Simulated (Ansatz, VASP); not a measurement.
## One calculation of Al, two programs

```xyz
1
Lattice="0.0000 1.9758 1.9758 1.9758 0.0000 1.9758 1.9758 1.9758 0.0000" Properties=species:S:1:pos:R:3 pbc="T T T"
Al    0.0000    0.0000    0.0000
```

Alike in both runs: task single point; functional r2SCAN; k mesh 18 × 18 × 18; occupations gaussian, width 0.1 eV; no spin polarisation.

```csv
,VASP,Ansatz
version,VASP 6.6.1,Ansatz 0.2.0
potentials or method,"VASP PAW PBE potentials, release 64 (Al)","scalar-relativistic, plane waves, PAW"
plane-wave cutoff (eV),520,500
valence electrons in the cell,3,3
```

Ansatz gave:

| Property | Result |
| --- | --- |
| gap on the k mesh at the Fermi level (eV) | none |
| pressure (GPa) | 3.0 |

**Question.** Estimate VASP's values.

**Answer.** gap on the k mesh at the Fermi level (eV): none; pressure (GPa): 2.7.

A gap of «none» marks a metal or a gap that the smearing closes. With one functional, cell and mesh, what is left measures potentials, basis and numerics.

Caveats: the PAW data sets were made with another functional, which shifts forces and pressure a little (VASP).
